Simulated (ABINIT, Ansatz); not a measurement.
**Converging GW for MgO (Fm-3m) in ABINIT**

What does each rung of G0W0 on MgO (Fm-3m) cost, and what does it buy?

Method: PBE and many-body steps on it, plane waves, in ABINIT 10.8.3.

## 1. Set-up

Symmetry: Fm-3m, No. 225, cubic system. Conventional cell: a = 4.194 Å, b = 4.194 Å, c = 4.194 Å, α = 90.00°, β = 90.00°, γ = 90.00°. Mg has 6 O at 2.10 Å nearest. O has 6 Mg at 2.10 Å nearest. Farther neighbours and most contacts between anions are not listed.

Structure file:

```cif
data_structure
_symmetry_space_group_name_H-M 'Fm-3m'
_symmetry_Int_Tables_number 225
_cell_length_a 4.1940
_cell_length_b 4.1940
_cell_length_c 4.1940
_cell_angle_alpha 90.000
_cell_angle_beta 90.000
_cell_angle_gamma 90.000
_cell_volume 73.77
loop_
_atom_site_label
_atom_site_type_symbol
_atom_site_symmetry_multiplicity
_atom_site_Wyckoff_symbol
_atom_site_fract_x
_atom_site_fract_y
_atom_site_fract_z
_atom_site_occupancy
Mg1 Mg 4 a 0.00000 0.00000 0.00000 1
O1 O 4 b 0.50000 0.00000 0.00000 1
```

The cell and positions are those that the Materials Project relaxed with its own functionals (PBE, PBE+U or r2SCAN), kept fixed.

## 2. Empty states on the mesh, 8×8×8 mesh, 351 bands

This step: ABINIT 10.8.3; DFT, PBE, plane waves, norm-conserving pseudopotentials.

The sums over transitions need many empty states on a uniform mesh; this step solves for them.

File run.abi:

```
acell 3*1.0 Angstrom
rprim 
  -0.000000000000 2.097001392700 2.097001392700
  2.097001392700 -0.000000000000 2.097001392700
  2.097001392700 2.097001392700 -0.000000000000
ntypat 2
znucl 12 8
natom 2
typat 1 2
xred 
  0.000000000000 0.000000000000 0.000000000000
  0.500000000000 0.500000000000 0.500000000000
pp_dirpath "pseudos"
pseudos "Mg.upf, O.upf"
ecut 38
ngkpt 8 8 8
nshiftk 1
shiftk 0 0 0
kptopt 1
chksymbreak 0
irdden 1
istwfk *1
nband 351
prtvol 0
optdriver 6
gwr_task "HDIAGO"
paral_kgb 0
occopt 1
indata_prefix "in"
outdata_prefix "out"
tmpdata_prefix "tmp"
```

Launch:

```sh
> OMP_NUM_THREADS=1 mpirun -n 4 abinit run.abi > log
```

What it wrote:

```text
.Version 10.8.3 of ABINIT. v10.8.2 released Aug 2026.

 Symmetries : space group Fm -3 m (#225); Bravais cF (face-center cubic)
[... echo of the input left out ...]
== DATASET  1 ==================================================================
-   mpi_nproc: 4, omp_nthreads: 1 (-1 if OMP is not activated)

--- !DatasetInfo
iteration_state: {dtset: 1, }
dimensions: {natom: 2, nkpt: 29, mband: 351, nsppol: 1, nspinor: 1, nspden: 1, mpw: 1411, }
cutoff_energies: {ecut:  38.0, pawecutdg:  -1.0, }
[...]
Direct band gap semiconductor
 Fundamental gap:     4.895 (eV)
   VBM:     4.841 (eV) at k: [ 0.0000E+00,  0.0000E+00,  0.0000E+00]
   CBM:     9.736 (eV) at k: [ 0.0000E+00,  0.0000E+00,  0.0000E+00]
 Direct gap:         4.895 (eV) at k: [ 0.0000E+00,  0.0000E+00,  0.0000E+00]

== END DATASET(S) ==============================================================
================================================================================

 -outvars: echo values of variables after computation  --------
           etotal      0.0000000000E+00
            nband         351
             nkpt          29
          spgroup         225
 [... the other variables as echoed above ...]

 Calculation completed.
```

The job ended after 22 s (4 MPI ranks of Arm Neoverse V1, shared host; peak memory 0.76 GiB; 88 s of CPU time).

Numbers from this step:

```yaml
gap: 4.895 eV
k_of_the_valence_top: 0, 0, 0
k_of_the_conduction_bottom: 0, 0, 0
least_direct_gap: 4.895 eV
k_points_computed: 29
lowest_point_of_the_top_converged_band_above_the_valence_top: 385.1067 eV
```

On this mesh the gap is 4.895 eV.

The density comes from a self-consistent run that is not shown.

## 3. Screening, 8×8×8 mesh, 49 bands, screening to 152.4 eV

The RPA dielectric matrix is built and inverted for each q.

This step: RPA screening on PBE, plane waves, norm-conserving pseudopotentials.

Changes to run.abi since step 2:

```diff
@@ -20,10 +20,11 @@
 chksymbreak 0
-irdden 1
 istwfk *1
-nband 351
-prtvol 0
-optdriver 6
-gwr_task "HDIAGO"
-paral_kgb 0
 occopt 1
+irdwfk 1
+optdriver 3
+nband 49
+ecuteps 5.6
+inclvkb 2
+awtr 1
+symchi 1
 indata_prefix "in"
```

What it wrote:

```text
.Version 10.8.3 of ABINIT. v10.8.2 released Aug 2026.

 Symmetries : space group Fm -3 m (#225); Bravais cF (face-center cubic)
[... echo of the input left out ...]
== DATASET  1 ==================================================================
-   mpi_nproc: 4, omp_nthreads: 1 (-1 if OMP is not activated)

--- !DatasetInfo
iteration_state: {dtset: 1, }
dimensions: {natom: 2, nkpt: 29, mband: 49, nsppol: 1, nspinor: 1, nspden: 1, mpw: 1411, }
cutoff_energies: {ecut:  38.0, pawecutdg:  -1.0, }
electrons: {nelect:   1.60000000E+01, charge:   0.00000000E+00, occopt:   1.00000000E+00, tsmear:   1.00000000E-02, }

 SCREENING: Calculation of the susceptibility and dielectric matrices

 Based on a program developped by R.W. Godby, V. Olevano, G. Onida, and L. Reining.
 Incorporated in ABINIT by V. Olevano, G.-M. Rignanese, and M. Torrent.
.Using double precision arithmetic ; gwpc =  8

[... cell and pseudopotentials left out ...]
--------------------------------------------------------------------------------

 ==== K-mesh for the wavefunctions ====
 Number of points in the irreducible wedge :    29
[... list of points left out ...]
 Together with 48 symmetry operations and time-reversal symmetry
 yields   512 points in the full Brillouin Zone.

 ==== Q-mesh for the screening function ====
 Number of points in the irreducible wedge :    29
[... list of points left out ...]
 Together with 48 symmetry operations and time-reversal symmetry
 yields   512 points in the full Brillouin Zone.

 setmesh: FFT mesh size selected  =    24x   24x   24
          total number of points  =        13824

 vcoul_init : cutoff-mode = AUXILIARY_FUNCTION
 q-points for optical limit:   1
     1)      0.000010    0.000020    0.000030

- screening: taking advantage of time-reversal symmetry
- Maximum band index for partially occupied states nbvw = 8
- Remaining bands to be divided among processors   nbcw = 41
- Number of bands treated by each node ~10

 Number of electrons calculated from density =   16.0000; Expected =   16.0000
 average of density, n =  0.128557
 r_s =    1.2291
 omega_plasma =   34.5863 [eV]

 calculating chi0 at frequencies [eV] :
  1    0.000000E+00    0.000000E+00
  2    0.000000E+00    3.458631E+01

--------------------------------------------------------------------------------
  q-point number  1        q = ( 0.000000, 0.000000, 0.000000) [r.l.u.]
--------------------------------------------------------------------------------
[... chi0 elements left out ...]
 For q-point:  0.000010 0.000020 0.000030
  dielectric constant =   3.0111
  dielectric constant without local fields =   3.2133

  Average fulfillment of the sum rule on Im[epsilon] for q-point    1 :     52.07  [%]
[... wings left out ...]
  q-point number  2        q = ( 0.125000, 0.000000, 0.000000) [r.l.u.]
--------------------------------------------------------------------------------
[... chi0 elements left out ...]
  Average fulfillment of the sum rule on Im[epsilon] for q-point    2 :     71.31  [%]

 [... 27 further q-points ...]
```

The job ended after 2.1 min (4 MPI ranks; peak memory 0.89 GiB; 8.6 min of CPU time).

This step gave:

- ε∞ with local fields, on this mesh, along the program's q direction: 3.011
- the same without local fields: 3.213
- plasma frequency: 34.59 eV
- plane waves in the screening matrix: 65

Local fields lower ε∞ by 6 %.

## 4. 49 bands, 152.4 eV

The self-energy is evaluated for the states that the input lists, and the levels follow from it, in one-shot runs by the linearised quasiparticle equation.

This step: G0W0 on PBE, plane waves, norm-conserving pseudopotentials.

Changes to run.abi since step 3:

```diff
@@ -23,8 +23,15 @@
 irdwfk 1
-optdriver 3
+optdriver 4
 nband 49
+gwcalctyp 0
+ecutsigx 38
+symsigma 1
+nkptgw 1
+kptgw 
+  0.0000000000 0.0000000000 0.0000000000
+bdgw 
+  6 12
 ecuteps 5.6
-inclvkb 2
-awtr 1
-symchi 1
+irdscr 1
+ppmodel 1
 indata_prefix "in"
```

What it wrote:

```text
.Version 10.8.3 of ABINIT. v10.8.2 released Aug 2026.

 Symmetries : space group Fm -3 m (#225); Bravais cF (face-center cubic)
[... echo of the input left out ...]
== DATASET  1 ==================================================================
-   mpi_nproc: 4, omp_nthreads: 1 (-1 if OMP is not activated)

--- !DatasetInfo
iteration_state: {dtset: 1, }
dimensions: {natom: 2, nkpt: 29, mband: 49, nsppol: 1, nspinor: 1, nspden: 1, mpw: 1411, }
cutoff_energies: {ecut:  38.0, pawecutdg:  -1.0, }
electrons: {nelect:   1.60000000E+01, charge:   0.00000000E+00, occopt:   1.00000000E+00, tsmear:   1.00000000E-02, }

 SIGMA: Calculation of the GW corrections

 Based on a program developped by R.W. Godby, V. Olevano, G. Onida, and L. Reining.
 Incorporated in ABINIT by V. Olevano, G.-M. Rignanese, and M. Torrent.
.Using double precision arithmetic ; gwpc =  8

[... cell and pseudopotentials left out ...]
--------------------------------------------------------------------------------

 ==== K-mesh for the wavefunctions ====
 Number of points in the irreducible wedge :    29
[... list of points left out ...]
 Together with 48 symmetry operations and time-reversal symmetry
 yields   512 points in the full Brillouin Zone.

 ==== Q-mesh for screening function ====
 Number of points in the irreducible wedge :    29
[... list of points left out ...]
 Together with 48 symmetry operations and time-reversal symmetry
 yields   512 points in the full Brillouin Zone.

 vcoul_init : cutoff-mode = AUXILIARY_FUNCTION
 q-points for optical limit:   1
     1)      0.000010    0.000020    0.000030
 setmesh: FFT mesh size selected  =    32x   32x   32
          total number of points  =        32768

 Number of electrons calculated from density =   16.0000; Expected =   16.0000
 average of density, n =  0.128557
 r_s =    1.2291
 omega_plasma =   34.5863 [eV]

 === KS Band Gaps ===
  >>>> For spin  1
   Minimum direct gap =   4.8948 [eV], located at k-point      :   0.0000  0.0000  0.0000
   Fundamental gap    =   4.8948 [eV], Top of valence bands at :   0.0000  0.0000  0.0000
                                       Bottom of conduction at :   0.0000  0.0000  0.0000
 SIGMA fundamental parameters:
 PLASMON POLE MODEL  1
 number of plane-waves for SigmaX                 1411
 number of plane-waves for SigmaC and W             65
 number of plane-waves for wavefunctions          1411
 number of bands                                    49
 number of independent spin polarizations            1
 number of spinorial components                      1
 number of k-points in IBZ                          29
 number of q-points in IBZ                          29
 number of symmetry operations                      48
 number of k-points in BZ                          512
 number of q-points in BZ                          512
 number of frequencies for dSigma/dE                 9
 frequency step for dSigma/dE [eV]                0.25
 number of omega for Sigma on real axis              0
 max omega for Sigma on real axis  [eV]           0.00
 zcut for avoiding poles [eV]                     0.10

 EPSILON^-1 parameters (SCR file):
 dimension of the eps^-1 matrix on file             65
 dimension of the eps^-1 matrix used                65
 number of plane-waves for wavefunctions          1411
 number of bands                                    49
 number of q-points in IBZ                          29
 number of frequencies                               2
 number of real frequencies                          1
 number of imag frequencies                          1

 matrix elements of self-energy operator (all in [eV])

 Perturbative Calculation

--- !SelfEnergy_ee
iteration_state: {dtset: 1, }
kpoint     : [   0.000,    0.000,    0.000, ]
spin       : 1
KS_gap     :    4.895
QP_gap     :    7.033
Delta_QP_KS:    2.139
data: !SigmaeeData |
     Band     E0 <VxcDFT>   SigX SigC(E0)      Z dSigC/dE  Sig(E)    E-E0       E
        6   4.841 -20.153 -25.628   4.100   0.812  -0.232 -21.269  -1.115   3.725
        7   4.841 -20.153 -25.628   4.100   0.812  -0.232 -21.269  -1.115   3.725
        8   4.841 -20.153 -25.628   4.100   0.812  -0.232 -21.269  -1.115   3.725
        9   9.736 -13.562  -8.990  -3.380   0.858  -0.165 -12.539   1.023  10.759
       10  20.877  -9.643  -3.733  -4.459   0.866  -0.155  -8.387   1.257  22.134
       11  20.877  -9.643  -3.733  -4.459   0.866  -0.155  -8.387   1.257  22.134
       12  20.877  -9.643  -3.733  -4.459   0.866  -0.155  -8.387   1.257  22.134

== END DATASET(S) ==============================================================
================================================================================

 -outvars: echo values of variables after computation  --------
           etotal      0.0000000000E+00
            nband          49
             nkpt          29
          spgroup         225
 [... the other variables as echoed above ...]

 Calculation completed.
```

Run time: 3.4 s. Hardware: 4 MPI ranks; peak memory 0.68 GiB.

Numbers from this step:

```
G0W0 gap on the points computed              : 7.034 eV
starting gap on the mesh                     : 4.895 eV
k of the valence top                         : 0, 0, 0
k of the conduction bottom                   : 0, 0, 0
Z at the valence top                         : 0.812
Z at the conduction bottom                   : 0.858
least direct G0W0 gap on the computed points : 7.034 eV
```

The gap on the mesh goes from 4.89 eV to 7.03 eV, a correction of +2.14 eV.

## 5. Screening, 8×8×8 mesh, 144 bands, screening to 283 eV

This step: RPA screening on PBE, plane waves, norm-conserving pseudopotentials.

Changes to run.abi since step 4:

```diff
@@ -23,15 +23,8 @@
 irdwfk 1
-optdriver 4
-nband 49
-gwcalctyp 0
-ecutsigx 38
-symsigma 1
-nkptgw 1
-kptgw 
-  0.0000000000 0.0000000000 0.0000000000
-bdgw 
-  6 12
-ecuteps 5.6
-irdscr 1
-ppmodel 1
+optdriver 3
+nband 144
+ecuteps 10.4
+inclvkb 2
+awtr 1
+symchi 1
 indata_prefix "in"
```

What it wrote:

```text
.Version 10.8.3 of ABINIT. v10.8.2 released Aug 2026.

 Symmetries : space group Fm -3 m (#225); Bravais cF (face-center cubic)
[... echo of the input left out ...]
== DATASET  1 ==================================================================
-   mpi_nproc: 4, omp_nthreads: 1 (-1 if OMP is not activated)

--- !DatasetInfo
iteration_state: {dtset: 1, }
dimensions: {natom: 2, nkpt: 29, mband: 144, nsppol: 1, nspinor: 1, nspden: 1, mpw: 1411, }
cutoff_energies: {ecut:  38.0, pawecutdg:  -1.0, }
electrons: {nelect:   1.60000000E+01, charge:   0.00000000E+00, occopt:   1.00000000E+00, tsmear:   1.00000000E-02, }

 SCREENING: Calculation of the susceptibility and dielectric matrices

 Based on a program developped by R.W. Godby, V. Olevano, G. Onida, and L. Reining.
 Incorporated in ABINIT by V. Olevano, G.-M. Rignanese, and M. Torrent.
.Using double precision arithmetic ; gwpc =  8

[... cell and pseudopotentials left out ...]
--------------------------------------------------------------------------------

 ==== K-mesh for the wavefunctions ====
 Number of points in the irreducible wedge :    29
[... list of points left out ...]
 Together with 48 symmetry operations and time-reversal symmetry
 yields   512 points in the full Brillouin Zone.

 ==== Q-mesh for the screening function ====
 Number of points in the irreducible wedge :    29
[... list of points left out ...]
 Together with 48 symmetry operations and time-reversal symmetry
 yields   512 points in the full Brillouin Zone.

 setmesh: FFT mesh size selected  =    24x   24x   24
          total number of points  =        13824

 vcoul_init : cutoff-mode = AUXILIARY_FUNCTION
 q-points for optical limit:   1
     1)      0.000010    0.000020    0.000030

- screening: taking advantage of time-reversal symmetry
- Maximum band index for partially occupied states nbvw = 8
- Remaining bands to be divided among processors   nbcw = 136
- Number of bands treated by each node ~34

 Number of electrons calculated from density =   16.0000; Expected =   16.0000
 average of density, n =  0.128557
 r_s =    1.2291
 omega_plasma =   34.5863 [eV]

 calculating chi0 at frequencies [eV] :
  1    0.000000E+00    0.000000E+00
  2    0.000000E+00    3.458631E+01

--------------------------------------------------------------------------------
  q-point number  1        q = ( 0.000000, 0.000000, 0.000000) [r.l.u.]
--------------------------------------------------------------------------------
[... chi0 elements left out ...]
 For q-point:  0.000010 0.000020 0.000030
  dielectric constant =   3.0052
  dielectric constant without local fields =   3.2248

  Average fulfillment of the sum rule on Im[epsilon] for q-point    1 :     83.32  [%]
[... wings left out ...]
  q-point number  2        q = ( 0.125000, 0.000000, 0.000000) [r.l.u.]
--------------------------------------------------------------------------------
[... chi0 elements left out ...]
  Average fulfillment of the sum rule on Im[epsilon] for q-point    2 :     95.98  [%]

 [... 27 further q-points ...]
```

Wall time 8.9 min (4 MPI ranks); peak memory 1.7 GiB; 36 min of CPU time.

This step gave:

```yaml
eps_infinity_with_local_fields_on_this_mesh_along_the_program_s_q_direction: 3.005
the_same_without_local_fields: 3.225
plasma_frequency: 34.59 eV
plane_waves_in_the_screening_matrix: 181
```

(Part 1 of 2 ends here.)

[Paths, hosts, dates, memory and timing lines, banners, echoed tables and standing remarks are left out of the program output.]

[Logs are printed without paths, hosts, clocks, repeated set-up lines and the standing remarks that a program may print on its own settings, such as how far it seeks lower states.]

[Runs of the session that timed out or met a known fault of the program may be left out.]

[Hosts, paths, dates, database ids (printed as entryN), source tags and the programs' standing remarks are cut or masked in the printed files.]

[G0W0 gaps are taken among the corrected bands and points alone; a level outside them can change the order at an edge.]

[Where Ansatz stands beside ABINIT at settings called matched, ABINIT's density can come from a denser mesh and the files from another edition; pairs whose starting gaps differed by over 0.03 eV were left out, so agreement reads better than it is.]
